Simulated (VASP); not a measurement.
Set up this calculation in VASP 6.6.1, as the native input.

```
Task                   : relaxation of cell and atoms
Functional             : PBE
Potentials or basis    : VASP PAW PBE potentials, release 64 (Mo_sv)
Cutoff                 : 520 eV
k mesh                 : 26 × 26 × 26
Occupations            : gaussian, width 0.1 eV
Spin                   : no spin polarisation
Target pressure        : 22 GPa
Further INCAR settings : ALGO = Fast; EDIFF = 1e-07; IBRION = 2; EDIFFG = -0.002; NSW = 80; ISIF = 3
Target pressure        : 22 GPa
```

The structure of Mo lies in POSCAR:

```
Mo                                      
1.0
   -1.5434456553      1.5434456553      1.5434456553
    1.5434456553     -1.5434456553      1.5434456553
    1.5434456553      1.5434456553     -1.5434456553
  Mo            
     1
Direct
     0.0000000000000000    0.0000000000000000    0.0000000000000000
```

These files were run (other wordings do the same):

INCAR

```
SYSTEM = Mo
ALGO = Fast
EDIFF = 1E-7
EDIFFG = -0.002
ENCUT = 520
GGA = PE
IBRION = 2
ISIF = 3
ISMEAR = 0
LASPH = .TRUE.
LCHARG = .FALSE.
LREAL = .FALSE.
LWAVE = .FALSE.
NELM = 100
NSW = 80
PREC = Accurate
PSTRESS = 220.0
SIGMA = 0.1
```

KPOINTS

```
k-points
0
G
  26 26 26
  0 0 0
```

Potentials or basis: VASP PAW PBE potentials, release 64 (Mo_sv).

Command:

```sh
$ cat potpaw_PBE.64/Mo_sv/POTCAR > POTCAR
$ mpirun -np 1 vasp_std > vasp.out
```

Results of the run:

```json
{
 "Relaxed volume": "14.71 Å³/atom",
 "Relaxed cell": "a = 2.673 Å, b = 2.673 Å, c = 2.673 Å, α = 109.47°, β = 109.47°, γ = 109.47°",
 "Space group after relaxing (to 0.05 Å)": "Im-3m (No. 229)",
 "Energy change on relaxing (the enthalpy is what falls)": "-0.2 meV/atom",
 "Ionic steps": "3",
 "Pressure after relaxing": "22.0 GPa",
 "Band gap on the k mesh": "none (metal or under the smearing width)"
}
```

Caveat: the cell is relaxed towards a set pressure, so the enthalpy falls and the energy may rise.

It took 72 s on 1 thread of Intel(R) Xeon(R) Platinum 8488C (Sapphire Rapids) (shared host), peak memory 0.2 GiB.
